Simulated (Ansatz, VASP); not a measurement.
## One calculation of C, two programs

```
C
1.0
     0.00000    1.78014    1.78014
     1.78014    0.00000    1.78014
     1.78014    1.78014    0.00000
C
2
Cartesian
  1.7801 1.7801 1.7801
  2.6702 2.6702 2.6702
```

This isn't the form of C at room conditions, which is graphite.

Alike in both runs: task single point; functional r2SCAN; k mesh 12 × 12 × 12; occupations gaussian, width 0.05 eV; no spin polarisation.

```csv
,VASP,Ansatz
version,VASP 6.6.1,Ansatz 0.2.0
potentials or method,"VASP PAW PBE potentials, release 64 (C)","scalar-relativistic, plane waves, PAW"
plane-wave cutoff (eV),520,500
valence electrons in the cell,8,8
```

Ansatz gave:

```
gap on the k mesh at the Fermi level (eV) : 4.39
least direct gap on the mesh (eV)         : 5.90
pressure (GPa)                            : 0.0
```

Problem. Estimate VASP's values.

Solution. gap on the k mesh at the Fermi level (eV): 4.36; least direct gap on the mesh (eV): 5.85; pressure (GPa): 1.1.

With one functional, cell and mesh, what is left measures potentials, basis and numerics.

Caveats: the PAW data sets were made with another functional, which shifts forces and pressure a little (VASP).
